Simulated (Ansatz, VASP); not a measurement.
# Ru: VASP beside Ansatz

Contents of INCAR:

```
  PREC = Accurate
  ENCUT = 520
  EDIFF = 1E-7
  ISMEAR = -1
  SIGMA = 0.03
  LREAL = F
  LASPH = T
  NELM = 100
  ALGO = Normal
  ISIF = 2
  LWAVE = F
  LCHARG = T
  GGA = PE
  LELF = T
  LVHAR = T
  NBANDS = 21
```

KPOINTS

```
Automatic mesh
0
Gamma
  14 14 8
```

File POSCAR:

```
Ru
1.0
    2.7588676960      0.0000000000      0.0000000000
   -1.3794338480      2.3892495105      0.0000000000
    0.0000000000      0.0000000000      4.3658801443
Ru
2
Direct
    0.3333333333      0.6666666667      0.2500000000
    0.6666666667      0.3333333333      0.7500000000
```

Input for Ansatz:

```yaml
crystal:
  lattice:
    - [2.758867696, 0.0, 0.0]
    - [-1.379433848, 2.3892495105, 0.0]
    - [0.0, 0.0, 4.3658801443]
  atoms:
    - { symbol: Ru, position: [0.3333333333, 0.6666666667, 0.25] }
    - { symbol: Ru, position: [0.6666666667, 0.3333333333, 0.75] }
kpoints:
  mp_grid: { grid: [14, 14, 8] }
scf:
  occupations: { method: fermi_dirac, width: 0.03 }
hamiltonian:
  xc: pbe
  pseudopotentials: { kind: all_electron, lapw: { basis_error: 0.0005 } }
output:
  forces: true
  stress: true
  eigenvalues: true
```

Change from the starting cell: volume scaled by 1.06.

Alike in both runs: task single point; functional PBE; k mesh 14 × 14 × 8; occupations fermi-dirac, width 0.03 eV; no spin polarisation.

|  | VASP | Ansatz |
| --- | --- | --- |
| version | VASP 6.6.1 | Ansatz 0.2.0 |
| potentials or method | VASP PAW PBE potentials, release 64 (Ru_pv) | all-electron LAPW, scalar-relativistic |
| plane-wave cutoff (eV) | 520 | see its input |

VASP gave:

```
pressure (GPa)                                  : -12.5
largest component of the traceless stress (GPa) : 1.61
```

Task: What did Ansatz give for the same quantities?

Result: Pressure (GPa): -12.4; largest component of the traceless stress (GPa): 1.63.

Ansatz ran all-electron here, so the differences hold the error of VASP's frozen core and of both bases.
